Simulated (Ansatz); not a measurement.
SnO2:

```
Sn O
1.0
    -2.00007    2.00007    5.12368
     2.00007   -2.00007    5.12368
     2.00007    2.00007   -5.12368
Sn O
2 4
Direct
  0.00000 0.00000 0.00000
  0.75000 0.25000 0.50000
  0.54652 0.04652 0.50000
  0.20348 0.20348 0.00000
  0.95348 0.45348 0.50000
  0.79652 0.79652 0.00000
```

Measurements of this composition are mostly on another form, of space group No. 136.

Base run:

```yaml
Program: Ansatz 0.2.0
Functional: LDA
Potentials_or_basis: Ansatz PAW
Cutoff: 420 eV
Density_cutoff: 1680 eV
k_mesh: 10 × 10 × 10
Occupations: fixed
Spin: no spin polarisation
```

Its results: band gap on the k mesh 1.49 eV, indirect (least direct gap 1.88 eV); pressure -3.9 GPa; largest force 0.192 eV/Å.

Q: The run is repeated on the same cell with these changes: functional from LDA to r2SCAN; cutoff from 420 eV to 500 eV; density cutoff from 1680 eV to 2000 eV; level from lda to r2scan. What comes out?

A: Band gap on the k mesh 2.28 eV, indirect (least direct gap 2.68 eV); pressure -0.9 GPa; largest force 0.051 eV/Å.

Caveats: spin-orbit coupling is left out, which moves the levels of the heavy elements; the PAW data sets come from PBE, with cores solved anew for the run's functional, which leaves a small shift of forces and pressure.

Not every run made on this cell is shown here.
